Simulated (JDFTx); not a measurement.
Runs of JDFTx 1.7.0 (patched build) on Rh. Symmetry: Fm-3m, No. 225, cubic system. The conventional cell has a = 3.796 Å, b = 3.796 Å, c = 3.796 Å, α = 90.00°, β = 90.00°, γ = 90.00°. Around Rh (site symmetry m-3m) lie 12 Rh at 2.68 Å. 

| task | level | potentials or basis | cell | k mesh | cutoff (eV) | SCF threshold on the energy | further solve for the empty bands | supercell | displacement | temperature | gap on the mesh (eV) | pressure (GPa) | V0 of scaled cells (Å³/atom) | B0 (GPa) |
| --- | --- | --- | --- | --- | --- | --- | --- | --- | --- | --- | --- | --- | --- | --- |
| equation of state | r2SCAN | SG15-PBE-1.2 | as given | 12 × 12 × 12 | 1088 | 1e-09 Ha | - | - | - | - | - | - | 13.62 | 289 |
| single point | PBE | PseudoDojo-SR-PBE-0.5-standard | as given | 12 × 12 × 12 | 1197 | 1e-08 Ha | yes | - | - | - | none | (c) | - | - |
| equation of state | PBE | PseudoDojo-SR-PBE-0.5-standard | as given | 12 × 12 × 12 | 1197 | 1e-08 Ha | - | - | - | - | - | - | (a) | (b) |
| relaxation of cell and atoms | PBE+D3(BJ) | PseudoDojo-SR-PBE-0.5-standard | relaxed | 12 × 12 × 12 | 1197 | 1e-09 Ha | no | - | - | - | none | 0.0 | - | - |
| single point | PBEsol | PseudoDojo-SR-PBEsol-0.4.1-standard | as given | 8 × 8 × 8 | 1197 | 1e-09 Ha | no | - | - | - | none | -2.2 | - | - |
| single point | PBE | PseudoDojo-SR-PBE-0.5-standard | cell strained at random at fixed volume | 12 × 12 × 12 | 1197 | 1e-08 Ha | yes | - | - | - | none | 9.0 | - | - |
| equation of state | RPBE | PseudoDojo-SR-PBE-0.5-standard | as given | 12 × 12 × 12 | 1197 | 1e-09 Ha | - | - | - | - | - | - | 14.32 | 236 |

Alike in all rows: no spin polarisation; smearing fermi-dirac 0.05 eV.

Question: Estimate the missing entries.

Answer: (a) 14.06; (b) 257; (c) 7.7.

Caveats: the potentials were made for another functional, which shifts forces and pressure (some runs); pairwise dispersion overbinds metals, which lowers pressure and volume (some runs).

A k mesh can miss the band edges, and the runs leave out spin-orbit coupling on Rh.

A gap of «none» marks a metal or a gap under the smearing width.
